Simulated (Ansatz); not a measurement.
Pt (Fm-3m), rigid cleavage

Method: DFT PBE, scalar-relativistic, plane waves, PAW (Ansatz 0.2.0). Cutoff 420 eV, Γ-centred 19×19×4 k-points, Gaussian smearing of 0.15 eV. Spin–orbit coupling is left out, which can shift energies with elements as heavy as these. No spin polarisation. Energies are free energies at this smearing, counted from the undisturbed cell; pressure is positive in compression.

The starting cell (as given, not relaxed at this level; it stands at 11.6 GPa):

```
Pt
1.0
     1.95790   -1.95790    0.00000
     1.95790    0.00000   -1.95790
     7.83160    7.83160    7.83160
Pt
6
Direct
  0.66667 0.66667 0.08332
  0.00000 0.00000 0.91665
  0.33333 0.33333 0.24998
  0.66667 0.66667 0.58332
  0.00000 0.00000 0.41665
  0.33333 0.33333 0.74998
```

The cut lies on the cell's a–b face, a (1 1 1) plane (indices in the standard cell, whose axes needn't be the Cartesian ones shown) of area 6.64 Å², between layers 2.26 Å apart. Vector c is lengthened by d along the normal with the atoms' Cartesian places fixed: one unrelaxed cut a cell. The cell is metallic on the mesh throughout. At 12 GPa the given cell is far from its own equilibrium, so these figures belong to a strongly strained crystal.

| d (Å) | energy (J/m²) |
| --- | --- |
| -0.30 | 1.48 |
| -0.15 | 0.41 |
| 0.00 | 0.00 |
| 0.25 | 0.13 |
| 0.50 | 0.67 |
| 0.75 | 1.26 |
| 1.00 | 1.74 |
| 1.50 | 2.35 |
| 2.00 | 2.62 |
| 3.00 | 2.76 |
| 4.50 | 2.78 |
| 6.00 | 2.78 |

Question: Predict the traction dE/dd (GPa) at each point.

Answer:
```tsv
d (Å)	traction dE/dd (GPa)
-0.30	-100.1
-0.15	-46.0
0.00	-11.4
0.25	16.9
0.50	24.1
0.75	21.9
1.00	16.9
1.50	8.0
2.00	3.3
3.00	0.4
4.50	0.0
6.00	0.0
```

Cost: 12 runs of about 15 core-minutes in all, on Intel Xeon Processor @ 2.50GHz (Skylake/Cascade Lake) (shared hosts).